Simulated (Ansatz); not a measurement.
AlCu:

```
CELL_PARAMETERS angstrom
2.99751 0.00000 0.00000
0.00000 2.99751 0.00000
0.00000 0.00000 2.99751
ATOMIC_POSITIONS crystal
Cu 0.50000 0.50000 0.50000
Al 0.00000 0.00000 0.00000
```

The cell comes from a database or a generator and needn't be the stable form of this composition.

```yaml
Program: Ansatz 0.2.0
Task: relaxation of cell and atoms
Functional: PBEsol
Potentials_or_basis: all-electron LAPW, scalar-relativistic
Basis_error_allowed: 0.001 eV/atom
k_mesh: 9 × 9 × 9
Occupations: fermi-dirac, width 0.05 eV
Spin: no spin polarisation
```

At the start: volume 13.47 Å³/atom.

Task: How do energy, volume and symmetry change on relaxing?

Result: Over 5 steps the energy falls by 8.2 meV/atom and the volume is 12.93 Å³/atom (-4.0 %); space group Pm-3m (No. 221, to 0.05 Å).

Step by step:
```tsv
step	energy change (eV)	largest force (eV/Å)	volume (Å³)
1	0.0000	0.0000	26.93
2	-0.0148	0.0000	26.18
3	-0.0163	0.0000	25.83
4	-0.0163	0.0000	25.86
5	-0.0163	0.0000	25.86
```

Final structure:
```xyz
2
Lattice="2.9571 0.0000 0.0000 0.0000 2.9571 0.0000 0.0000 0.0000 2.9571" Properties=species:S:1:pos:R:3 pbc="T T T"
Cu    1.4785    1.4785    1.4785
Al    0.0000    0.0000    0.0000
```
